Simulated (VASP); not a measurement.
Here is a VASP 6.6.1 calculation.

File POSCAR:

```
LiH
1.0
    2.5069900000      0.0000000000      0.0000000000
    0.0000000000      2.5069900000      0.0000000000
    0.0000000000      0.0000000000      2.5069900000
Li H
1 1
Direct
    0.5000000000      0.5000000000      0.5000000000
    0.0000000000      0.0000000000      0.0000000000
```

The input INCAR.step1:

```
PREC = Accurate
ENCUT = 520
EDIFF = 1E-5
ISMEAR = -1
SIGMA = 0.05
LREAL = False
LASPH = True
NELM = 100
ALGO = Normal
ISIF = 2
LWAVE = True
GGA = PE
```

The input INCAR.step2:

```
PREC = Accurate
ENCUT = 520
EDIFF = 1E-6
ISMEAR = -1
SIGMA = 0.05
LREAL = False
LASPH = True
NELM = 100
ALGO = Normal
ISIF = 2
LWAVE = False
LCHARG = False
GGA = PE
LHFCALC = True
AEXX = 0.05
PRECFOCK = Fast
HFRCUT = -1
ISTART = 1
```

Contents of KPOINTS:

```
regular mesh
0
Gamma
  6 6 6
```

Potentials or basis: VASP PAW PBE potentials, release 64 (Li_sv, H).

Run with:

```console
$ cat potpaw_PBE.64/Li_sv/POTCAR potpaw_PBE.64/H/POTCAR > POTCAR
$ cp INCAR.step1 INCAR
$ mpirun -np 1 vasp_std > vasp.out
$ cp INCAR.step2 INCAR
$ mpirun -np 1 vasp_std > vasp.out
```

Problem. Estimate the band gap on the k mesh.

Solution. 1.01 eV, indirect (least direct gap 4.55 eV).

 A k mesh can miss the band edges.
